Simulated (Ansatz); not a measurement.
**ZnTe under a change: tensor shear ε_xy = −3.02 %**

Consider ZnTe in the zinc blende structure (space group F-43m, No. 216; a = 6.113 Å). Axes: x, y, z lie along the cube axes.

The change: tensor shear ε_xy = −3.02 % (engineering shear γ = -0.0604); the atoms relax in the strained cell.

Method: r2SCAN (Ansatz, a quantum-chemistry and plane-wave program, PAW, no SOC). Settings: 9×9×9 k-points, 0.05 eV Fermi–Dirac smearing.

Shortest interatomic distance: 2.630 Å (base 2.647 Å)
Energy relative to the base (free energy F): +11 meV/atom
Pressure (mean of the normal stresses, compression positive): 0.06 GPa (base 0.01 GPa)
Band gap: 1.53 eV (base 1.79 eV)
Gap character: direct at Γ (base direct at Γ)
Valence-band top at Γ (three highest levels, from the VBM): 0.00, -0.25, -0.39 eV (base 0.00, 0.00, 0.00 eV)
Valley order (the lowest conduction-band minima on the path, energy above the VBM, named in the base's zone): Γ 1.53 eV; L along [111] 1.74 eV; X along [001] 2.01 eV; L along [1-11] 2.24 eV (base Γ 1.79 eV; L along ⟨111⟩ 2.20 eV; a point along ⟨100⟩, about 0.9 Å⁻¹ from Γ 2.54 eV)
Largest internal atomic displacement: 0.030 Å
Stress (xx, yy, zz, yz, xz, xy; compression positive): (0.10, 0.10, -0.02, 0.00, 0.00, 2.05) GPa

Final structure:

```
CELL_PARAMETERS angstrom
     -0.09231     3.05670     3.05670
      3.05670    -0.09231     3.05670
      2.96439     2.96439     0.00000
ATOMIC_POSITIONS crystal
  Te 0.74515 0.74515 0.75485
  Zn 0.00485 0.00485 0.99515
```

With Te present, leaving out spin-orbit coupling can change the band edges. Stability against distortions was not tested. k-point labels follow each cell's own Brillouin zone.
